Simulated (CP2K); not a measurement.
The system is CuI (Marshite).

```xyz
2
Lattice="4.2872 0.0000 0.0000 2.1436 3.7128 0.0000 2.1436 1.2376 3.5005" Properties=species:S:1:pos:R:3 pbc="T T T"
I     0.0000    0.0000    0.0000
Cu    6.4308    3.7128    2.6254
```

Base run:

```yaml
Program: CP2K 2026.2
Functional: PBE
Potentials_or_basis: POTENTIAL_UZH I GTH-PBE-q7, Cu GTH-PBE-q11; TZVP-MOLOPT-PBE-GTH basis
Density_cutoff: 9184 eV
k_mesh: 8 × 8 × 8
Occupations: fermi-dirac, width 0.05 eV
Spin: no spin polarisation
```

Its results: band gap on the k mesh 0.99 eV, direct; pressure 1.1 GPa.

Q: The run is repeated on the same cell with these changes: functional from PBE to PBEsol. What comes out?

A: Band gap on the k mesh 0.81 eV, direct; pressure -1.6 GPa.

PBEsol binds more tightly than PBE, so the same cell stands under less pressure.

Caveats: spin-orbit coupling is left out, which moves the levels of the heavy elements; the basis of atomic orbitals isn't converged, which shifts pressures, moduli and gaps; the potentials were made for another functional, which shifts forces and pressure (some runs).

